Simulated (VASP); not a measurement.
# ZrSe2 (P-3m1) in VASP: further runs

The runs below take ZrSe2 through relaxation of cell and atoms, with PBEsol+D3(BJ), r2SCAN+rVV10.

Program: VASP 6.6.1. These are calculated values, not measurements. Logs are shortened: lines on timing, memory, paths and dates and some standing lists are left out, and cuts for length are marked.

## 1. The structure

The structure is trigonal, space group P-3m1 (No. 164). The conventional cell has a = 3.844 Å, b = 3.844 Å, c = 6.291 Å, α = 90.00°, β = 90.00°, γ = 120.00°. Zr (site symmetry -3m) has 6 Se at 2.68 Å as nearest neighbours. Se (site symmetry 3m) is surrounded by 3 Zr at 2.68 Å.

The cell is a database's computed one.

## 2. Relaxation of cell and atoms, PBEsol+D3(BJ)

Input file INCAR:

```
SYSTEM = ZrSe2
ALGO = Normal ; EDIFF = 1E-6
EDIFFG = -0.01 ; ENCUT = 600
GGA = PS ; IBRION = 2
ISIF = 3 ; ISMEAR = 0
IVDW = 12 ; LASPH = .True.
LCHARG = .False. ; LREAL = .False.
LWAVE = .False. ; NELM = 80
NSW = 60 ; PREC = Accurate
SIGMA = 0.02
```

Input file KPOINTS:

```
k-points
0
Gamma
  3 3 2
  0 0 0
```

Input file POSCAR:

```
ZrSe2
1.0
    3.8440320400      0.0000000000      0.0000000000
   -1.9220160100      3.3290293900      0.0000000000
    0.0000000000      0.0000000000      6.2908932500
Zr Se
1 2
Direct
    0.0000000000      0.0000000000      0.0000000000
    0.6666666700      0.3333333300      0.7620900300
    0.3333333300      0.6666666700      0.2379099700
```

Potentials or basis: VASP PAW PBE potentials, release 64 (Zr_sv, Se).

Run with:

```console
> cat potpaw_PBE.64/Zr_sv/POTCAR potpaw_PBE.64/Se/POTCAR > POTCAR
> mpirun -np 1 vasp_std > vasp.out
```

OUTCAR:

```text
SYSTEM = ZrSe2
   EDIFF = 1E-6
   EDIFFG = -0.01
   ENCUT = 600
   GGA = PS
   IBRION = 2
   ISIF = 3
   ISMEAR = 0
   IVDW = 12
   LASPH = .True.
   LREAL = .False.
   NELM = 80
   NSW = 60
   PREC = Accurate
 IVDW          = 12

 ion  position               nearest neighbor table
   1  0.000  0.000  0.000-   2 2.68   3 2.68   3 2.68   2 2.68   2 2.68   3 2.68
   2  0.667  0.333  0.762-   1 2.68   1 2.68   1 2.68
   3  0.333  0.667  0.238-   1 2.68   1 2.68   1 2.68

  LATTYP: Found a hexagonal cell.
 ALAT       =     3.8440320400
 C/A-ratio  =     1.6365350716

  Lattice vectors:

 A1 = (   3.8440320400,   0.0000000000,   0.0000000000)
 A2 = (  -1.9220160100,   3.3290293900,   0.0000000000)
 A3 = (   0.0000000000,   0.0000000000,   6.2908932500)

Analysis of symmetry for initial positions (statically):
=====================================================================
 Subroutine PRICEL returns:
 Original cell was already a primitive cell.

 Routine SETGRP: Setting up the symmetry group for a
 hexagonal supercell.

 Subroutine GETGRP returns: Found 12 space group operations
 (whereof 12 operations were pure point group operations)
 out of a pool of 24 trial point group operations.

The static configuration has the point symmetry D_3d.

Analysis of symmetry for dynamics (positions and initial velocities):
=====================================================================
 Subroutine PRICEL returns:
 Original cell was already a primitive cell.

 Routine SETGRP: Setting up the symmetry group for a
 hexagonal supercell.

 Subroutine GETGRP returns: Found 12 space group operations
 (whereof 12 operations were pure point group operations)
 out of a pool of 24 trial point group operations.

The dynamic configuration has the point symmetry D_3d.

 Subroutine INISYM returns: Found 12 space group operations
 (whereof 12 operations are pure point group operations),
 and found     1 'primitive' translations

----------------------------------------------------------------------------------------

                                     Primitive cell

  volume of cell :      80.5039

  direct lattice vectors                    reciprocal lattice vectors
     3.844032040  0.000000000  0.000000000     0.260143513  0.150193927  0.000000000
    -1.922016010  3.329029390  0.000000000     0.000000000  0.300387856  0.000000000
     0.000000000  0.000000000  6.290893250     0.000000000  0.000000000  0.158959938

  length of vectors
     3.844032040  3.844032027  6.290893250     0.300387855  0.300387856  0.158959938

  position of ions in fractional coordinates (direct lattice)
     0.000000000  0.000000000  0.000000000
     0.666666670  0.333333330  0.762090030
     0.333333330  0.666666670  0.237909970

  ion indices of the primitive-cell ions
   primitive index   ion index
                 1           1
                 2           2
                 3           3

----------------------------------------------------------------------------------------

 KPOINTS: k-points

Automatic generation of k-mesh.
 Grid dimensions read from file:
 generate k-points for:    3    3    2

 Generating k-lattice:

  Cartesian coordinates                     Fractional coordinates (reciprocal lattice)
     0.086714504  0.050064642  0.000000000     0.333333333  0.000000000  0.000000000
     0.000000000  0.100129285  0.000000000     0.000000000  0.333333333  0.000000000
     0.000000000  0.000000000  0.079479969     0.000000000  0.000000000  0.500000000

  Length of vectors
     0.100129285  0.100129285  0.079479969

  Shift w.r.t. Gamma in fractional coordinates (k-lattice)
     0.000000000  0.000000000  0.000000000

 Subroutine IBZKPT returns following result:
 ===========================================

 Found      6 irreducible k-points:

 Following reciprocal coordinates:
            Coordinates               Weight
  0.000000  0.000000  0.000000      1.000000
  0.333333  0.000000  0.000000      6.000000
  0.333333  0.333333  0.000000      2.000000
  0.000000  0.000000  0.500000      1.000000
  0.333333  0.000000  0.500000      6.000000
  0.333333  0.333333  0.500000      2.000000
   k-points           NKPTS =      6   k-points in BZ     NKDIM =      6   number of bands    NBANDS=     16
   number of dos      NEDOS =    301   number of ions     NIONS =      3
   total plane-waves  NPLWV =  51200
   dimension x,y,z NGX =    32 NGY =   32 NGZ =   50
   dimension x,y,z NGXF=    64 NGYF=   64 NGZF=  100
   ions per type =               1   2
   NGX,Y,Z   is equivalent  to a cutoff of  13.84, 13.84, 13.21 a.u.
   NGXF,Y,Z  is equivalent  to a cutoff of  27.68, 27.68, 26.43 a.u.
 SYSTEM =  ZrSe2
   PREC   = accura    normal or accurate (medium, high low for compatibility)
   ISTART =      0    job   : 0-new  1-cont  2-samecut
   ICHARG =      2    charge: 1-file 2-atom 10-const
   ISPIN  =      1    spin polarized calculation?
   LNONCOLLINEAR =      F non collinear calculations
   LSORBIT =      F    spin-orbit coupling
   LASPH  =      T    aspherical Exc in radial PAW
   ENCUT  =  600.0 eV  44.10 Ry    6.64 a.u.   7.68  7.68 12.56*2*pi/ulx,y,z
   NELM   =     80;   NELMIN=  2; NELMDL= -5     # of ELM steps
   EDIFF  = 0.1E-05   stopping-criterion for ELM
   LREAL  =      F    real-space projection
   EDIFFG = -.1E-01   stopping-criterion for IOM
   NSW    =     60    number of steps for IOM
   IBRION =      2    ionic relax: 0-MD 1-quasi-New 2-CG
   NFREE  =      1    steps in history (QN), initial steepest desc. (CG)
   ISIF   =      3    stress and relaxation
   ISYM   =      2    0-nonsym 1-usesym 2-fastsym
   POTIM  = 0.5000    time-step for ionic-motion
   TEBEG  =    0.0;   TEEND  =   0.0 temperature during run
   PSTRESS=    0.0 pullay stress
   NELECT =      24.0000    total number of electrons
   NUPDOWN=      -1.0000    fix difference up-down
   EMIN   =  10.00;   EMAX   =-10.00  energy-range for DOS
   EFERMI =   0.00;   METHOD = LEGACY
   ISMEAR =     0;   SIGMA  =   0.02  broadening in eV -4-tet -1-fermi 0-gaus
   EFERMI_NEDOS =   21; number of points for ismear=-14 and -15
   IALGO  =     38    algorithm
   IMIX   =      4    mixing-type and parameters
     AMIX     =   0.40;   BMIX     =  1.00
     AMIX_MAG =   1.60;   BMIX_MAG =  1.00
  volume/ion in A,a.u.               =      26.83       181.09
  Fermi-wavevector in a.u.,A,eV,Ry     =   1.093636  2.066673 16.273118  1.196040
  Thomas-Fermi vector in A             =   2.229926
   LORBIT       =      0    0 simple, 1 ext, 2 COOP (PROOUT), +10 PAW based schemes
   GGA     = PS    functional components
   LHFCALC =     F    Hartree Fock is set to
   AEXX    =    0.0000 exact exchange contribution
   IVDW    =    12    specifies the selected vdW correction
   LEPSILON=     F    determine dielectric tensor
   LRPA    =     F    only Hartree local field effects (RPA)
 conjugate gradient relaxation of ions
 non-spin polarized calculation
 Gauss-broadening in eV      SIGMA  =   0.02
  energy-cutoff  :      600.00
  volume of cell :       80.50
 maximum number of plane-waves:      2731
 NGX is ok and might be reduce to    32
   NGX = 15   NGY = 15   NGZ = 25

--------------------------------------- Ionic step        1  -------------------------------------------

 number of electron      23.9999999 magnetization

 Free energy of the ion-electron system (eV)
  ---------------------------------------------------
  ext. energy  EPLUGINS =         0.00000000
  ---------------------------------------------------
  free energy    TOTEN  =       -20.51320077 eV

  energy without entropy =      -20.51320077  energy(sigma->0) =      -20.51320077

 E-fermi :   3.7747     XC(G=0):  -9.3662

 val. band max:        3.6859491903   @ k =   0.0000   0.0000   0.0000
 cond. band min:       4.3615596981   @ k =   0.3333   0.0000   0.5000
 fundamental gap:      0.6756105078
 Fermi energy:         3.7746662834

 k-point     1 :       0.0000    0.0000    0.0000
  band No.  band energies     occupation
      1     -45.7346      2.00000
      2     -23.8468      2.00000
      3     -23.6910      2.00000
      4     -23.6910      2.00000
      5      -9.3747      2.00000
      6      -8.1294      2.00000
[... 8 lines left out ...]
     15       5.3886      0.00000
     16       8.2758      0.00000
[... 209 lines left out ...]
  FREE ENERGIE OF THE ION-ELECTRON SYSTEM (eV)
  ---------------------------------------------------
  free  energy   TOTEN  =       -21.5696883039 eV

  energy  without entropy=      -21.5696883039  energy(sigma->0) =      -21.56968830

 E-fermi :   4.8326     XC(G=0):  -9.8452

 val. band max:        4.6794280526   @ k =   0.0000   0.0000   0.0000
 cond. band min:       5.0346021127   @ k =   0.3333   0.0000   0.5000
 fundamental gap:      0.3551740601
 Fermi energy:         4.8325715363

 k-point     1 :       0.0000    0.0000    0.0000
  band No.  band energies     occupation
      1     -44.7772      2.00000
      2     -22.9115      2.00000
      3     -22.7315      2.00000
      4     -22.7315      2.00000
      5      -8.7560      2.00000
      6      -7.3842      2.00000
[... 8 lines left out ...]
     15       5.9676      0.00000
     16       8.9362      0.00000
[... 78 lines left out ...]
  band No.  band energies     occupation
      1     -44.7598      2.00000
      2     -22.8831      2.00000
      3     -22.8831      2.00000
      4     -22.8518      2.00000
      5      -7.4314      2.00000
      6      -7.4314      2.00000
[... 8 lines left out ...]
     15       6.7182      0.00000
     16       9.6443      0.00000

[... ionic steps 4 to 11 ...]

--------------------------------------- Ionic step       12  -------------------------------------------

 number of electron      24.0000001 magnetization

------------------------ aborting loop because EDIFF is reached ----------------------------------------

 Edisp (eV)   -1.20813

 E8    (eV) :    -0.8154
[... 71 lines left out ...]
  energy  without entropy=      -21.6642267924  energy(sigma->0) =      -21.66542443

--------------------------------------- Ionic step       14  -------------------------------------------

 number of electron      24.0000000 magnetization

 Free energy of the ion-electron system (eV)
  ---------------------------------------------------
  ext. energy  EPLUGINS =         0.00000000
  ---------------------------------------------------
  free energy    TOTEN  =       -20.45654726 eV

  energy without entropy =      -20.45414490  energy(sigma->0) =      -20.45534608

 E-fermi :   5.7889     XC(G=0): -10.2228

 val. band max:        5.3766021246   @ k =   0.0000   0.0000   0.0000
 cond. band min:       5.8027324451   @ k =   0.3333   0.0000   0.5000
 fundamental gap:      0.4261303204
 Fermi energy:         5.7888538657

 k-point     1 :       0.0000    0.0000    0.0000
  band No.  band energies     occupation
      1     -43.9435      2.00000
      2     -22.0822      2.00000
      3     -21.9146      2.00000
      4     -21.9146      2.00000
      5      -8.3283      2.00000
      6      -6.5744      2.00000
[... 8 lines left out ...]
     15       6.7787      0.00000
     16       9.4011      0.00000
[... 127 lines left out ...]
  FREE ENERGIE OF THE ION-ELECTRON SYSTEM (eV)
  ---------------------------------------------------
  free  energy   TOTEN  =       -21.6666454344 eV

  energy  without entropy=      -21.6642430726  energy(sigma->0) =      -21.66544425

 reached required accuracy - stopping structural energy minimisation
```

Wall time 63 s (1 thread of Intel Xeon 6975P-C (Granite Rapids), shared host); peak memory 0.23 GiB.

What came out:

| Quantity | Value |
| --- | --- |
| Free energy | -21.6666 eV |
| Relaxed volume | 23.11 Å³/atom |
| Relaxed cell | a = 3.738 Å, b = 3.738 Å, c = 5.728 Å, α = 90.00°, β = 90.00°, γ = 120.00° |
| Space group after relaxing (to 0.05 Å) | P-3m1 (No. 164) |
| Energy gained by relaxing | 40.7 meV/atom |
| Ionic steps | 14 |
| Pressure after relaxing | 0.0 GPa |
| Largest force after relaxing | 0.005 eV/Å |
| Band gap on the k mesh | none (metal or under the smearing width) |
| Dispersion energy per atom | -0.403 eV |

Forces on the atoms (eV/Å):
```
Zr   0.000  0.000  0.000
Se   0.000  0.000 -0.005
Se   0.000  0.000  0.005
```

Step by step:
| step | energy change (eV) | largest force (eV/Å) | pressure (GPa) | volume (Å³) |
| --- | --- | --- | --- | --- |
| 1 | 0.0000 | 0.2589 | -2.08 | 80.50 |
| 2 | -0.0225 | 0.6785 | 1.53 | 76.51 |
| 3 | -0.0251 | 0.5735 | 0.60 | 77.44 |
| 4 | -0.0520 | 0.3554 | 0.21 | 76.42 |
| 5 | -0.0637 | 0.0843 | -0.25 | 75.21 |
| 6 | -0.0905 | 0.0544 | -0.42 | 73.92 |
| 7 | -0.1206 | 0.0277 | -0.37 | 70.73 |
| 8 | -0.1206 | 0.0244 | -0.38 | 70.62 |
| 9 | -0.1208 | 0.0176 | -0.41 | 70.41 |
| 10 | -0.1208 | 0.0086 | -0.47 | 70.00 |
| 11 | -0.1180 | 0.1499 | 1.33 | 68.31 |
| 12 | -0.1216 | 0.0506 | 0.07 | 69.44 |
| 13 | -0.1220 | 0.0065 | -0.02 | 69.31 |
| 14 | -0.1220 | 0.0048 | 0.01 | 69.34 |

Final structure:
```xyz
3
Lattice="3.7385 0.0000 0.0000 -1.8692 3.2376 0.0000 0.0000 0.0000 5.7285" Properties=species:S:1:pos:R:3 pbc="T T T"
Zr    0.0000    0.0000    0.0000
Se    1.8692    1.0792    4.1689
Se    0.0000    2.1584    1.5596
```

Caveat: the k mesh is coarse (spacing up to 0.63 Å⁻¹), so the values aren't converged; the PAW data sets were made with another functional, which shifts forces and pressure a little.

## 3. Relaxation of cell and atoms, r2SCAN+rVV10

Input file INCAR:

```
SYSTEM = ZrSe2
PREC = Accurate ; ENCUT = 600
EDIFF = 1E-7 ; ISMEAR = 0
SIGMA = 0.02 ; LREAL = .False.
LASPH = .True. ; NELM = 100
ALGO = Normal ; ISIF = 3
LWAVE = .False. ; LCHARG = .False.
METAGGA = R2SCAN ; LMIXTAU = .True.
LUSE_VDW = .True. ; IVDW_NL = 2
BPARAM = 11.95 ; CPARAM = 0.0093
IBRION = 2 ; NSW = 40
EDIFFG = -0.005
```

Input file KPOINTS:

```
regular mesh
0
Gamma
  7 7 4
  0 0 0
```

POSCAR is that of step 2.

Potentials or basis: VASP PAW PBE potentials, release 64 (Zr_sv, Se).

Run with:

```console
> cat potpaw_PBE.64/Zr_sv/POTCAR potpaw_PBE.64/Se/POTCAR > POTCAR
> mpirun -np 1 vasp_std > vasp.out
```

Wall time 73 min (1 thread of Intel Xeon Platinum 8375C at 2.90GHz (Ice Lake), shared host); peak memory 0.45 GiB.

It converged, with:

```yaml
Free_energy: -55.5707 eV
Relaxed_volume: 25.71 Å³/atom
Relaxed_cell: a = 3.794 Å, b = 3.794 Å, c = 6.188 Å, α = 90.00°, β = 90.00°, γ = 120.00°
Space_group_after_relaxing_to_0.05_Å: P-3m1 (No. 164)
Energy_gained_by_relaxing: 14.8 meV/atom
Ionic_steps: 20
Pressure_after_relaxing: 0.0 GPa
Band_gap_on_the_k_mesh: 0.66 eV, indirect (least direct gap 1.33 eV)
```

Forces on the atoms (eV/Å):
```
Zr   0.000  0.000  0.000
Se   0.000  0.000  0.002
Se   0.000  0.000 -0.002
```

Step by step:
```csv
step,energy change (eV),largest force (eV/Å),pressure (GPa),volume (Å³)
1,0.0000,0.5551,0.86,80.50
2,-0.0190,0.0256,-1.79,82.18
3,-0.0206,0.0987,-1.24,81.81
4,-0.0336,0.0689,-0.28,80.19
5,-0.0338,0.0655,-0.18,80.02
6,-0.0354,0.1014,0.02,79.64
7,-0.0376,0.1942,0.57,78.63
8,-0.0382,0.1846,0.51,78.60
9,-0.0398,0.1561,0.33,78.51
10,-0.0419,0.0990,-0.02,78.31
11,-0.0411,0.0153,-0.67,77.92
12,-0.0424,0.0578,-0.26,78.17
13,-0.0429,0.0503,-0.22,77.98
14,-0.0439,0.0275,-0.08,77.43
15,-0.0434,0.0203,0.21,76.34
16,-0.0441,0.0120,0.02,77.05
17,-0.0442,0.0026,-0.02,77.11
18,-0.0442,0.0110,-0.08,77.18
19,-0.0443,0.0003,0.03,77.12
20,-0.0443,0.0021,0.00,77.13
```

Final structure:
```
Zr Se
1.0
     3.79385    0.00000    0.00000
    -1.89692    3.28557    0.00000
     0.00000    0.00000    6.18776
Zr Se
1 2
Direct
  0.00000 0.00000 0.00000
  0.66667 0.33333 0.74659
  0.33333 0.66667 0.25341
```

Levels at points of the mesh, in eV from the valence-band top:
| k point | band 9 | band 10 | band 11 | band 12 | band 13 | band 14 | band 15 | band 16 |
| --- | --- | --- | --- | --- | --- | --- | --- | --- |
| (0.00, 0.00, 0.00) | -2.79 | -0.07 | -0.07 | 0.00 | 1.33 | 1.33 | 1.85 | 4.52 |
| (0.00, 0.00, 0.50) | -2.73 | -2.16 | -0.25 | -0.25 | 1.30 | 1.30 | 2.29 | 4.94 |

Caveat: the PAW data sets were made with another functional, which shifts forces and pressure a little; an odd mesh through Γ misses points on the zone boundary, where band edges often lie.
